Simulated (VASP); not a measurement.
Runs of VASP 6.6.1 on ZrO2. It takes space group P4_2/nmc (No. 137, tetragonal). Conventional cell: a = 3.600 Å, b = 3.600 Å, c = 5.225 Å, α = 90.00°, β = 90.00°, γ = 90.00°. Zr (site symmetry -4m2) is surrounded by 4 O at 2.08 Å. O (site symmetry 2mm) has 2 Zr at 2.08 Å as nearest neighbours. The cell is a database's computed one.

| task | level | potentials or basis | cell | k mesh | cutoff (eV) | gap on the mesh (eV) |
| --- | --- | --- | --- | --- | --- | --- |
| relaxation of cell and atoms | PBE | VASP PAW PBE potentials, release 64 (Zr_sv, O) | relaxed | 8 × 8 × 6 | 600 | 4.02 |
| band structure | r2SCAN | VASP PAW PBE potentials, release 64 (Zr_sv, O) | P4_2/nmc, 11.54 Å³/atom | 10 × 10 × 8 | 450 | (a) |
| band structure | LDA | VASP PAW LDA potentials, release 64 (Zr_sv, O) | P4_2/nmc, 11.54 Å³/atom | 10 × 10 × 8 | 450 | 3.92 |
| dielectric tensor | PBE | VASP PAW PBE potentials, release 64 (Zr_sv, O) | P4_2/nmc, 11.54 Å³/atom | 9 × 9 × 7 | 450 | 4.02 |
| band structure | PBE | VASP PAW PBE potentials, release 64 (Zr_sv, O) | P4_2/nmc, 11.54 Å³/atom | 10 × 10 × 8 | 600 | 4.03 |
| band structure | PBE | VASP PAW PBE potentials, release 64 (Zr_sv, O) | P4_2/nmc, 11.54 Å³/atom | 10 × 10 × 8 | 450 | 4.03 |

Alike in all rows: no spin polarisation; smearing gaussian 0.02 eV.

Task: Fill in the values left out.

Result: (a) 4.56.

Caveats: the cutoff is under 1.25 times the usual one of these potentials, so pressure, stress and relaxed cells hold a basis-set (Pulay) error (some runs); the PAW data sets were made with another functional, which shifts forces and pressure a little (some runs); an odd mesh through Γ misses points on the zone boundary, where band edges often lie (some runs).

A k mesh can miss the band edges, and the runs leave out spin-orbit coupling on Zr.
